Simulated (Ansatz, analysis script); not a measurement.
# Stoner picture of a free-standing square Cr monolayer, spacing 3.072 Å

Aim: the energy of a free-standing square Cr monolayer, spacing 3.072 Å as its total moment is fixed at a series of values, and its answer to a field.

Main program and level: Ansatz 0.2.0; PBE, PAW (harder files).

### Step 1. Set-up

The cell holds 1 atom: 1 Cr. Its edges and angles: a = 3.072 Å, b = 3.072 Å, c = 14.000 Å, α = 90.0°, β = 90.0°, γ = 90.0°. An idealised lattice of chosen spacing, in vacuum. Vacuum lies along c.

### Step 2. Starting state

The work starts on two spin channels, which tell the size of the moments.

File input.yaml:

```yaml
crystal:
  lattice:
    - [3.072, 0.0, 0.0]
    - [0.0, 3.072, 0.0]
    - [0.0, 0.0, 14.0]
  atoms:
    - { symbol: Cr, position: [0.0, 0.0, 0.5], spin: 2.5 }
magnetization:
  spin_polarized: true
kpoints:
  mp_grid: { grid: [7, 7, 1] }
hamiltonian:
  xc: pbe
  pseudopotentials: { kind: paw, source: ansatz }
scf:
  occupations: { method: fermi_dirac, width: 0.1 }
  max_iter: 120
  convergence: { dr2_threshold: 1.0e-08 }
```

Launch:

```bash
> ansatz run input.yaml --threads 1 --pin off --max-ram 3072MiB --backend cpu --events-out ev --progress --plain --runs-dir out
```

Numbers of over 12 decimals in the logs are rounded to 6 here.

What it wrote:

```text
Engine: ansatz 0.2.0, aarch64-unknown-linux-gnu
Pseudopotentials: kind: paw
Pseudopotential: Cr, paw, valence charge 14, recommended cutoff 930 eV (normal), Cr.paw.azcp
Functional definition: PBE
  parameter kappa = 0.804
  parameter beta = 0.066725
  exchange = pbe_x(kappa = kappa, mu = beta*pi^2/3)
  correlation = pbe_c(beta = beta)
Crystal: 1 atoms, lattice volume = 132.121 Å³
Basis set: ecut = 930 eV, 8525 PW (Γ)
Bands: 13, of which v1, the nominal top of the filled ones, is band 7 counted from 1 (6 counted from 0)
Symmetry: 16 space group operations
Space group: P4/mmm (ITA 123), of the structure as read, at distance tolerance 5.1e-5 Å
Magnetic group: BNS 123.339 (UNI 999), of the structure as read, at distance tolerance 5.1e-5 Å
k-points: 10 of 49
Non-local potential: Cr, projectors of the file, l = 0: 3, l = 1: 2, l = 2: 3, l = 3: 1
PAW form: soft (Blöchl's): semilocal exchange-correlation on the pseudo side does not see the compensation charge
PAW one-centre angular grid: Cr, 590 points (default); XC on 64 Gauss nodes
Initial density: superposition of atomic densities (neutral atoms: chi_scale 0, normalization atom)
Starting moments: Σ|m| = 2.5 μB on 1 of 1 site
Initial wavefunctions: pseudopotential atomic-orbital guess
Functional: x = pbe(κ = 0.804, μ = 0.219515), c = pbe(β = 0.066725)
SCF iter   1: F=—  HF=-3374.791282 eV  |F-HF|=—  |Δ(HF+E_count)|=         —  Δρ=5.50e-2 (↑3.87e-2 ↓5.50e-2)  dr2=5.97e-1  dr2_m=2.62e0  M=4.602 μB ∫|m|=4.602 μB  β_m=0.30  ethr=3.10e-3  ⟨swp⟩=5.2  Hψ=1370  notcnv=0
Mixer restart at iter 1: flushing history
preconditioner: auto → LDOS  [metal: Δε(μ)=0.073 eV  Ē_g=4.499 eV  σ=0.100 eV  W_gap=0.18  n_scr=8 (ndim 8)  ℏωp=7.9 eV  f_vac=0.661  D(μ)=2.31/eV (n_scr^D=6)]
spin=Collinear: LDOS preconditioning applied to the charge; magnetization (m = ρ↑ − ρ↓) channel mixes plain (no charge-response kernel on spin).
SCF iter   2: F=—  HF=-3374.854326 eV  |F-HF|=—  |Δ(HF+E_count)|=   6.30e-2  Δρ=4.10e-2 (↑3.41e-2 ↓4.10e-2)  dr2=1.75e-1  dr2_m=1.69e0  M=4.784 μB ∫|m|=4.784 μB  β_m=0.63  ethr=3.10e-3  ⟨swp⟩=2.0  Hψ=528  notcnv=0  defer=3
SCF iter   3: F=—  HF=-3374.865046 eV  |F-HF|=—  |Δ(HF+E_count)|=   1.07e-2  Δρ=5.12e-3 (↑5.12e-3 ↓3.81e-3)  dr2=4.89e-3  dr2_m=2.15e-2  M=5.044 μB ∫|m|=5.044 μB  β_m=0.59  ethr=1.25e-3  ⟨swp⟩=2.5  Hψ=468  notcnv=0  defer=3
SCF iter   4: F=—  HF=-3374.863306 eV  |F-HF|=—  |Δ(HF+E_count)|=   1.74e-3  Δρ=7.61e-4 (↑7.61e-4 ↓5.97e-4)  dr2=1.40e-3  dr2_m=1.86e-4  M=5.042 μB ∫|m|=5.042 μB  β_m=0.80  ethr=3.49e-5  ⟨swp⟩=2.9  Hψ=566  notcnv=0  defer=6
SCF iter   5: F=—  HF=-3374.864748 eV  |F-HF|=—  |Δ(HF+E_count)|=   1.44e-3  Δρ=1.13e-4 (↑1.13e-4 ↓1.05e-4)  dr2=4.07e-5  dr2_m=5.35e-6  M=5.049 μB ∫|m|=5.049 μB  β_m=0.86  ethr=9.99e-6  ⟨swp⟩=2.0  Hψ=426  notcnv=0  defer=6
SCF iter   6: F=—  HF=-3374.864785 eV  |F-HF|=—  |Δ(HF+E_count)|=   3.71e-5  Δρ=3.87e-5 (↑3.87e-5 ↓2.57e-5)  dr2=1.43e-6  dr2_m=8.20e-7  M=5.050 μB ∫|m|=5.050 μB  β_m=0.93  ethr=2.91e-7  ⟨swp⟩=2.5  Hψ=362  notcnv=0  defer=6
SCF iter   7: F=—  HF=-3374.864789 eV  |F-HF|=—  |Δ(HF+E_count)|=   3.74e-6  Δρ=8.26e-6 (↑8.26e-6 ↓6.13e-6)  dr2=9.82e-8  dr2_m=2.44e-8  M=5.050 μB ∫|m|=5.050 μB  β_m=0.94  ethr=1.02e-8  ⟨swp⟩=2.2  Hψ=359  notcnv=0  defer=6
SCF iter   8: F=—  HF=-3374.864789 eV  |F-HF|=—  |Δ(HF+E_count)|=   2.18e-7  Δρ=1.78e-6 (↑1.78e-6 ↓1.56e-6)  dr2=2.90e-9  dr2_m=2.35e-9  M=5.049 μB ∫|m|=5.050 μB  β_m=0.97  ethr=7.01e-10  ⟨swp⟩=2.5  Hψ=367  notcnv=0  defer=6
SCF iter   9: F=-3374.864789 eV  HF=-3374.864789 eV  |F-HF|=1.88e-10  |Δ(HF+E_count)|=   2.06e-8  Δρ=2.79e-7 (↑2.24e-7 ↓2.79e-7)  dr2=4.25e-11  dr2_m=6.09e-11  M=5.049 μB ∫|m|=5.050 μB  ethr=2.07e-11  ⟨swp⟩=1.0  Hψ=716  notcnv=0
SCF 1 converged in 9 iterations: F = -3374.864789 eV  dr2 = 4.25e-11
  greatest PAW one-centre occupation: 0.943 electrons in one spin orbital (limit 2), on the Cr atom at site 0 (counted from 0), in its partial waves of l = 0
SCF converged after 9 iterations
Magnetization: 5.0493 μB (9.5247 up, 4.4753 down)
Absolute magnetization: 5.0496 μB (∫|ρ↑−ρ↓|, with the PAW one-centre terms)
Spin contamination: 0.0021 ħ² per cell (⟨S²⟩ above its minimum at these occupations)
Per-site moments (μB) at R_I (Å): [(4.386403, 1.2672)]
Free energy (F): -3374.864789 eV
Harris-Foulkes:  -3374.864789 eV  (|F-HF|=1.88e-10)
Internal energy: -3374.834605 eV  (E = F + TS)
E sigma→0 (E₀):  -3374.849697 eV
Entropy (-TS):   -0.030183 eV (-30.183 meV/atom)
Fermi energy:    -1.612625 eV
--- Per-component energies (eV) ---
  E_band       = -419.682731
  E_kinetic    = 704.487186
  E_local      = -6081.696410  (includes V_loc(G=0)·N_el)
  E_nonlocal   = 498.360716
  E_hartree    = 2441.606673
  E_xc         = -207.526793
  E_vxc        = -269.920110  (∫ρ·V_xc dr)
  E_paw        = -1130.686126  (= ΣΔE_a)
  E_vpaw       = -154.127218  (= ΣTr[D̂ρ^β])
  E_aug_tail   = 0.000001  (compensation charges beyond the density's cutoff)
  E_ewald      = 400.620148
  E_smearing   = -0.030183  (= −TS)
  E_closure    = -0.000000  (closes the sum)
  Σ components = -3374.864789   (vs F -3374.864789, Δ=0.00e0)
```

Elapsed: 9.7 s, on 1 thread of Arm Neoverse N1, shared host; peak memory 0.52 GiB.

Reading the cycles: dr2 is the Hartree energy of the density residual (eV), the measure of convergence; HF is the Harris–Foulkes estimate of the energy, which meets the free energy F at convergence.

Spin moment in the atom's sphere by atom:

| atom | spin moment in the atom's sphere (μB) |
| --- | --- |
| Cr1 | 4.39 |

The run ends ferromagnetic, with a net moment of 5.05 μB a cell. With one Cr atom carrying the moment, parallel order of its images is forced by the cell, not found.

### Step 3. The same state on a denser mesh

Levels at the Fermi energy are partly filled, so moments and energy differences can hang on the k-mesh, and the state is solved again on a denser one.

input.yaml, the sections that differ from step 2:

```yaml
crystal:
  lattice:
    - [3.072, 0.0, 0.0]
    - [0.0, 3.072, 0.0]
    - [0.0, 0.0, 14.0]
  atoms:
    - { symbol: Cr, position: [0.0, 0.0, 0.5], spin: 4.39 }
kpoints:
  mp_grid: { grid: [18, 18, 1] }
basis:
  ecutwfc: 930.0
checkpoint:
  read: start
  write: ck
  compress: false
  write_wavefunctions: false
  write_every: 100000
# magnetization, hamiltonian, scf: as in step 2
```

What it wrote:

```text
[...]
SCF converged after 6 iterations
Magnetization: 4.9986 μB (9.4993 up, 4.5007 down)
Absolute magnetization: 4.9988 μB (∫|ρ↑−ρ↓|, with the PAW one-centre terms)
[...]
Per-site moments (μB) at R_I (Å): [(4.363764, 1.2672)]
Free energy (F): -3374.858275 eV
[...]
Internal energy: -3374.818956 eV  (E = F + TS)
E sigma→0 (E₀):  -3374.838616 eV
Entropy (-TS):   -0.039319 eV (-39.319 meV/atom)
Fermi energy:    -1.694958 eV
[...]
```

Run time: 34 s. Hardware: 1 thread; peak memory 0.86 GiB.

Spin moment in the atom's sphere by atom:

| atom | spin moment in the atom's sphere (μB) |
| --- | --- |
| Cr1 | 4.36 |

The run ends ferromagnetic, with a net moment of 5.00 μB a cell, against 5.05 μB on the first mesh.

### Step 4. Without spin

The state without spin is the zero of E(M).

input.yaml, the sections that differ from step 3:

```yaml
crystal:
  lattice:
    - [3.072, 0.0, 0.0]
    - [0.0, 3.072, 0.0]
    - [0.0, 0.0, 14.0]
  atoms:
    - { symbol: Cr, position: [0.0, 0.0, 0.5] }
# kpoints, hamiltonian, scf, basis: as in step 3
# magnetization: removed
# checkpoint: removed
```

What it wrote:

```text
[...]
Crystal: 1 atoms, lattice volume = 132.121 Å³
Basis set: ecut = 930 eV, 8525 PW (Γ)
Bands: 11, of which v1, the nominal top of the filled ones, is band 7 counted from 1 (6 counted from 0)
[... 1 set-up line as in the run before ...]
[...]
k-points: 55 of 324
[...]
SCF iter   1: F=—  HF=-3373.726289 eV  |F-HF|=—  |Δ(HF+E_count)|=         —  Δρ=7.38e-2  dr2=8.02e0  ethr=3.10e-3  ⟨swp⟩=4.7  Hψ=3327  notcnv=0
[...]
SCF iter   9: F=-3372.680232 eV  HF=-3372.680232 eV  |F-HF|=4.67e-10  |Δ(HF+E_count)|=   3.49e-9  Δρ=1.50e-6  dr2=3.53e-9  ethr=7.14e-11  ⟨swp⟩=2.0  Hψ=1729  notcnv=0
SCF 1 converged in 9 iterations: F = -3372.680232 eV  dr2 = 3.53e-9
[...]
SCF converged after 9 iterations
Free energy (F): -3372.680232 eV
[...]
Internal energy: -3372.445817 eV  (E = F + TS)
E sigma→0 (E₀):  -3372.563024 eV
Entropy (-TS):   -0.234415 eV (-234.415 meV/atom)
Fermi energy:    -2.114775 eV
[...]
```

Run time: 18 s. Hardware: 1 thread; peak memory 0.58 GiB.

The free collinear run lies 2178 meV below it.

### Step 5. Total moment fixed at 0.686 μB

Two Fermi levels, one a spin, hold the total moment exactly, which reaches states that a free run would leave.

input.yaml, the sections that differ from step 4:

```yaml
crystal:
  lattice:
    - [3.072, 0.0, 0.0]
    - [0.0, 3.072, 0.0]
    - [0.0, 0.0, 14.0]
  atoms:
    - { symbol: Cr, position: [0.0, 0.0, 0.5], spin: 0.686 }
magnetization:
  spin_polarized: true
  initial_magnetization: 0.686
  spin_locking: { lock_magnetization: hard }
# kpoints, hamiltonian, scf, basis: as in step 4
```

What it wrote:

```text
[... 8 set-up lines as in the run before ...]
Crystal: 1 atoms, lattice volume = 132.121 Å³
Basis set: ecut = 930 eV, 8525 PW (Γ)
Bands: 12, of which v1, the nominal top of the filled ones, is band 7 counted from 1 (6 counted from 0)
[... 2 set-up lines as in the run before ...]
Magnetic group: BNS 123.339 (UNI 999), of the structure as read, at distance tolerance 5.1e-5 Å
k-points: 55 of 324
[... 4 set-up lines as in the run before ...]
Starting moments: Σ|m| = 0.686 μB on 1 of 1 site
[... 2 set-up lines as in the run before ...]
SCF iter   1: F=—  HF=-3372.572238 eV  |F-HF|=—  |Δ(HF+E_count)|=         —  Δρ=2.48e-2 (↑2.07e-2 ↓2.48e-2)  dr2=2.74e0  dr2_m=3.93e-2  M=0.686 μB ∫|m|=0.695 μB  β_m=0.30  ethr=3.10e-3  ⟨swp⟩=5.0  Hψ=7061  notcnv=0
preconditioner: auto → LDOS  [metal: Δε(μ)=0.008 eV  Ē_g=2.900 eV  σ=0.100 eV  W_gap=0.02  n_scr=8 (ndim 8)  ℏωp=7.9 eV  f_vac=0.661  D(μ)=6.49/eV (n_scr^D=60)]
spin=Collinear: LDOS preconditioning applied to the charge; magnetization (m = ρ↑ − ρ↓) channel mixes plain (no charge-response kernel on spin).
SCF iter   2: F=—  HF=-3372.694704 eV  |F-HF|=—  |Δ(HF+E_count)|=   1.22e-1  Δρ=1.76e-2 (↑1.25e-2 ↓1.76e-2)  dr2=1.09e0  dr2_m=7.24e-2  M=0.686 μB ∫|m|=0.716 μB  β_m=0.57  ethr=3.10e-3  ⟨swp⟩=2.1  Hψ=3027  notcnv=0
SCF iter   3: F=—  HF=-3372.883939 eV  |F-HF|=—  |Δ(HF+E_count)|=   1.89e-1  Δρ=1.16e-2 (↑1.16e-2 ↓6.46e-3)  dr2=4.19e-2  dr2_m=8.73e-2  M=0.686 μB ∫|m|=0.883 μB  β_m=0.79  ethr=3.10e-3  ⟨swp⟩=2.9  Hψ=2498  notcnv=0
SCF iter   4: F=—  HF=-3372.970497 eV  |F-HF|=—  |Δ(HF+E_count)|=   8.66e-2  Δρ=4.42e-3 (↑4.42e-3 ↓2.62e-3)  dr2=2.05e-3  dr2_m=1.39e-2  M=0.686 μB ∫|m|=0.993 μB  β_m=0.78  ethr=2.99e-4  ⟨swp⟩=2.2  Hψ=3531  notcnv=0
SCF iter   5: F=—  HF=-3372.973390 eV  |F-HF|=—  |Δ(HF+E_count)|=   2.89e-3  Δρ=2.11e-3 (↑2.09e-3 ↓2.11e-3)  dr2=3.61e-4  dr2_m=5.15e-3  M=0.686 μB ∫|m|=0.996 μB  β_m=0.89  ethr=1.46e-5  ⟨swp⟩=2.0  Hψ=2428  notcnv=0
SCF iter   6: F=—  HF=-3372.979131 eV  |F-HF|=—  |Δ(HF+E_count)|=   5.74e-3  Δρ=1.10e-3 (↑1.10e-3 ↓9.26e-4)  dr2=3.96e-4  dr2_m=1.09e-3  M=0.686 μB ∫|m|=1.042 μB  β_m=0.95  ethr=2.58e-6  ⟨swp⟩=3.2  Hψ=3257  notcnv=0
SCF iter   7: F=—  HF=-3372.980673 eV  |F-HF|=—  |Δ(HF+E_count)|=   1.54e-3  Δρ=5.24e-4 (↑3.24e-4 ↓5.24e-4)  dr2=2.28e-4  dr2_m=1.43e-4  M=0.686 μB ∫|m|=1.083 μB  β_m=0.97  ethr=2.58e-6  ⟨swp⟩=2.1  Hψ=2492  notcnv=0
SCF iter   8: F=—  HF=-3372.980958 eV  |F-HF|=—  |Δ(HF+E_count)|=   2.84e-4  Δρ=2.07e-4 (↑2.07e-4 ↓9.75e-5)  dr2=2.61e-5  dr2_m=1.55e-5  M=0.686 μB ∫|m|=1.103 μB  β_m=0.99  ethr=1.63e-6  ⟨swp⟩=2.0  Hψ=2784  notcnv=0
SCF iter   9: F=—  HF=-3372.980971 eV  |F-HF|=—  |Δ(HF+E_count)|=   1.36e-5  Δρ=5.07e-5 (↑5.07e-5 ↓3.08e-5)  dr2=1.31e-6  dr2_m=1.77e-6  M=0.686 μB ∫|m|=1.102 μB  β_m=0.99  ethr=1.87e-7  ⟨swp⟩=2.6  Hψ=2282  notcnv=0
SCF iter  10: F=—  HF=-3372.980974 eV  |F-HF|=—  |Δ(HF+E_count)|=   2.42e-6  Δρ=2.28e-5 (↑2.28e-5 ↓8.14e-6)  dr2=1.92e-7  dr2_m=2.51e-7  M=0.686 μB ∫|m|=1.104 μB  β_m=1.00  ethr=9.38e-9  ⟨swp⟩=2.1  Hψ=2208  notcnv=0
[...]
SCF 1 converged in 13 iterations: F = -3372.980974 eV  dr2 = 4.92e-11
[...]
Symmetry: 8 space group operations
k-points: 91 of 324
[...]
Starting moments: Σ|m| = 0.686 μB on 1 of 1 site; this step starts from the density that it was given
[...]
spin=Collinear: LDOS preconditioning applied to the charge; magnetization (m = ρ↑ − ρ↓) channel mixes plain (no charge-response kernel on spin).
[...]
SCF 2 converged in 8 iterations: F = -3373.186344 eV  dr2 = 1.92e-10
[...]
spin=Collinear: LDOS preconditioning applied to the charge; magnetization (m = ρ↑ − ρ↓) channel mixes plain (no charge-response kernel on spin).
[...]
SCF 3 converged in 2 iterations: F = -3373.186344 eV  dr2 = 7.99e-11
Symmetry: 4 space group operations
k-points: 100 of 324
[...]
eigensolver tolerance schedule: the retry pair's looser diagonalisation over-reported the residual by 8371.97 of it (diagonalisation noise at an unbounded share of the residual, at the tolerance the schedule requests for it); recorded, not acted on — ethr = c·dr2/N_el stays at c = 1.0e-1
spin=Collinear: LDOS preconditioning applied to the charge; magnetization (m = ρ↑ − ρ↓) channel mixes plain (no charge-response kernel on spin).
```

Wall time 12 min (1 thread); peak memory 2.1 GiB.

The run was cut off at the time left to it in the session, and no result is taken from it.

### Step 6. Total moment fixed at 1.371 μB

input.yaml, the sections that differ from step 5:

```yaml
crystal:
  lattice:
    - [3.072, 0.0, 0.0]
    - [0.0, 3.072, 0.0]
    - [0.0, 0.0, 14.0]
  atoms:
    - { symbol: Cr, position: [0.0, 0.0, 0.5], spin: 1.371 }
magnetization:
  spin_polarized: true
  initial_magnetization: 1.371
  spin_locking: { lock_magnetization: hard }
# kpoints, hamiltonian, scf, basis: as in step 5
```

What it wrote:

```text
[... 8 set-up lines as in the run before ...]
Crystal: 1 atoms, lattice volume = 132.121 Å³
Basis set: ecut = 930 eV, 8525 PW (Γ)
Bands: 12, of which v1, the nominal top of the filled ones, is band 7 counted from 1 (6 counted from 0)
[... 1 set-up line as in the run before ...]
[...]
SCF 3 converged in 2 iterations: F = -3373.322208 eV  dr2 = 9.75e-10
[... 1 set-up line as in the run before ...]
k-points: 100 of 324
[...]
eigensolver tolerance schedule: the retry pair's looser diagonalisation over-reported the residual by 530.36 of it (diagonalisation noise at 0.16 of the residual, at the tolerance the schedule requests for it); recorded, not acted on — ethr = c·dr2/N_el stays at c = 1.0e-1
spin=Collinear: LDOS preconditioning applied to the charge; magnetization (m = ρ↑ − ρ↓) channel mixes plain (no charge-response kernel on spin).
[...]
```

Wall time 12 min (1 thread); peak memory 2.1 GiB.

The run was cut off at the time left to it in the session, and no result is taken from it.

### Step 7. Side runs that gave no result

| changed | outcome |
| --- | --- |
| scf.mixing | cut off at the time limit |

[Logs and program files are shortened in this print: banners, set-up blocks, solver, clock and traceback lines can be left out without a mark of their own.]

[Logs are printed without paths, hosts, clocks, repeated set-up lines and the standing remarks that a program may print on its own settings, such as how far it seeks lower states.]

[Hosts, paths, dates, database ids (printed as entryN), source tags and the programs' standing remarks are cut or masked in the printed files.]
